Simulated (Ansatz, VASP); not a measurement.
# Si: VASP beside Ansatz

```
Si
1.0
     0.00000    2.70166    2.70166
     2.70166    0.00000    2.70166
     2.70166    2.70166    0.00000
Si
2
Cartesian
  2.7017 2.7017 2.7017
  4.0525 4.0525 4.0525
```

Alike in both runs: task single point; functional LDA; k mesh 8 × 8 × 8; occupations fermi-dirac, width 0.05 eV; non-collinear spin, spin-orbit coupling.

```csv
,VASP,Ansatz
version,VASP 6.6.1,Ansatz 0.2.0
potentials or method,"VASP PAW LDA potentials, release 64 (Si)","plane waves (420 eV) with PAW, fully relativistic with spin-orbit coupling"
plane-wave cutoff (eV),520,420
valence electrons in the cell,8,8
```

```tsv
	VASP	Ansatz	Ansatz less VASP
net moment per atom (μB)	0.00	0.00	0.000
```

Ansatz warned: «pseudo_functional_mismatch».
